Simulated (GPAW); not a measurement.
**TePt: relaxation of cell and atoms with PBEsol**

TePt:

```xyz
4
Lattice="4.2629 0.0000 0.0000 -2.1314 3.6918 0.0000 0.0000 0.0000 5.6618" Properties=species:S:1:pos:R:3 pbc="T T T"
Pt    0.0000    0.0000    0.0000
Pt    0.0000    0.0000    2.8309
Te    0.0000    2.4612    1.4154
Te    2.1314    1.2306    4.2463
```

Measurements of this composition are mostly on another form, of space group No. 166.

```
Program             : GPAW 26.7.0
Task                : relaxation of cell and atoms
Functional          : PBEsol
Potentials or basis : PAW data sets generated in the run's folder for this functional
Cutoff              : 600 eV
Basis               : pw
k mesh              : 5 × 5 × 3
Occupations         : fermi-dirac, width 0.05 eV
Spin                : no spin polarisation
Target pressure     : 5 GPa
Maxiter             : 150
Optimizer           : BFGS
Fmax                : 0.02 eV/Å
Max steps           : 60
Target pressure     : 5 GPa
Convergence         : density=1e-05 forces=0.0001
```

```yaml
Relaxed_volume: 20.56 Å³/atom
Relaxed_cell: a = 4.145 Å, b = 4.145 Å, c = 5.527 Å, α = 90.00°, β = 90.00°, γ = 120.00°
Space_group_after_relaxing_to_0.05_Å: P6_3/mmc (No. 194)
Energy_change_on_relaxing_the_enthalpy_is_what_falls: -8.2 meV/atom
Ionic_steps: 9
Pressure_after_relaxing: 5.0 GPa
Band_gap_on_the_k_mesh: none (metal or under the smearing width)
```

Step by step:
| step | energy change (eV) | largest force (eV/Å) | pressure (GPa) | volume (Å³) |
| --- | --- | --- | --- | --- |
| 1 | 0.0000 | 0.0000 | -5.64 | 89.10 |
| 2 | -0.0419 | 0.0000 | -3.86 | 87.70 |
| 3 | -0.0095 | 0.0001 | 6.36 | 81.60 |
| 4 | -0.0353 | 0.0000 | 4.87 | 82.34 |
| 5 | -0.0334 | 0.0000 | 4.99 | 82.28 |
| 6 | -0.0324 | 0.0000 | 5.06 | 82.24 |
| 7 | -0.0312 | 0.0000 | 5.15 | 82.19 |
| 8 | -0.0316 | 0.0000 | 5.13 | 82.20 |
| 9 | -0.0330 | 0.0000 | 5.05 | 82.24 |

Final structure:
```cif
data_structure
_symmetry_space_group_name_H-M 'P 1'
_symmetry_Int_Tables_number 1
_cell_length_a 4.1451
_cell_length_b 4.1451
_cell_length_c 5.5267
_cell_angle_alpha 90.000
_cell_angle_beta 90.000
_cell_angle_gamma 120.000
_cell_volume 82.24
loop_
_atom_site_label
_atom_site_type_symbol
_atom_site_fract_x
_atom_site_fract_y
_atom_site_fract_z
_atom_site_occupancy
Pt1 Pt 0.00000 0.00000 0.00000 1
Pt2 Pt 0.00000 0.00000 0.50000 1
Te1 Te 0.33333 0.66667 0.25000 1
Te2 Te 0.66667 0.33333 0.75000 1
```

Levels at points of the mesh, in eV from the Fermi level:
| k point | band 18 | band 19 | band 20 | band 21 | band 22 | band 23 | band 24 | band 25 | band 26 | band 27 |
| --- | --- | --- | --- | --- | --- | --- | --- | --- | --- | --- |
| (0.00, 0.00, 0.00) | -2.25 | -1.85 | -1.85 | 0.04 | 0.39 | 1.46 | 1.86 | 2.21 | 2.21 | 4.42 |

Wall time 100 s on 1 thread of Intel(R) Xeon(R) 6975P-C (Granite Rapids), with other jobs on the host, peak memory 0.26 GiB.

Caveat: the k mesh is coarse (spacing up to 0.37 Å⁻¹), so the values aren't converged; later steps reuse the first step's grids. The run has no spin-orbit coupling, so splittings on Pt, Te are missing.
